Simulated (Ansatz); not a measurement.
Runs of Ansatz 0.2.0 on Si2W. The structure is tetragonal, space group I4/mmm (No. 139). Conventional cell: a = 3.214 Å, b = 3.214 Å, c = 7.830 Å, α = 90.00°, β = 90.00°, γ = 90.00°. W (site symmetry 4/mmm) has 10 Si at 2.62 Å as nearest neighbours. Si (site symmetry 4mm) is surrounded by 5 Si at 2.59 to 2.63 Å and 5 W at 2.62 Å. 

| task | level | potentials or basis | U | cell | k mesh | cutoff (eV) | hubbard projectors | double counting | atoms under strain | gap on the mesh (eV) | pressure (GPa) | relaxed volume (Å³/atom) | largest force (eV/Å) |
| --- | --- | --- | --- | --- | --- | --- | --- | --- | --- | --- | --- | --- | --- |
| density of states | PBE | Ansatz PAW | - | as given | 12 × 12 × 12 | 420 | - | - | - | none | 3.3 | - | 0.08 |
| relaxation of cell and atoms | BLYP | Ansatz PAW | - | relaxed | 12 × 12 × 12 | 420 | - | - | - | - | 0.0 | 14.29 | - |
| relaxation of cell and atoms | PBEsol+U | Ansatz PAW | W d U = 3.5 eV | relaxed | 12 × 12 × 12 | 420 | ortho-atomic (the default) | fll (the default) | - | - | 0.0 | (a) | - |
| single point | PBE | Ansatz PAW | - | as given | 12 × 12 × 12 | 500 | - | - | - | none | 3.3 | - | 0.08 |
| elastic constants | r2SCAN | Ansatz PAW | - | as given | 10 × 10 × 10 | 500 | - | - | relaxed | none | -1.1 | - | - |
| phonons | LDA | Ansatz PAW | - | as given | 10 × 10 × 10 | 420 | - | - | - | none | - | - | - |
| relaxation of cell and atoms | SVWN5 | Ansatz PAW | - | relaxed | 12 × 12 × 12 | 420 | - | - | - | - | 0.0 | 13.13 | 0.01 |

Alike in all rows: no spin polarisation; smearing fermi-dirac 0.05 eV.

**Question.** Estimate the missing entries.

**Answer.** (a) 13.34.

Caveats: the PAW data sets come from PBE, with cores solved anew for the run's functional, which leaves a small shift of forces and pressure (some runs); the plane-wave basis is chosen anew once the cell has moved, so the energies of steps on either side of that aren't comparable (some runs); the U is typed as a test and isn't derived for this compound (some runs); elastic constants of metals need much finer meshes, so these are rough (some runs).

A k mesh can miss the band edges, and the runs leave out spin-orbit coupling on W.

A gap of «none» marks a metal or a gap under the smearing width.
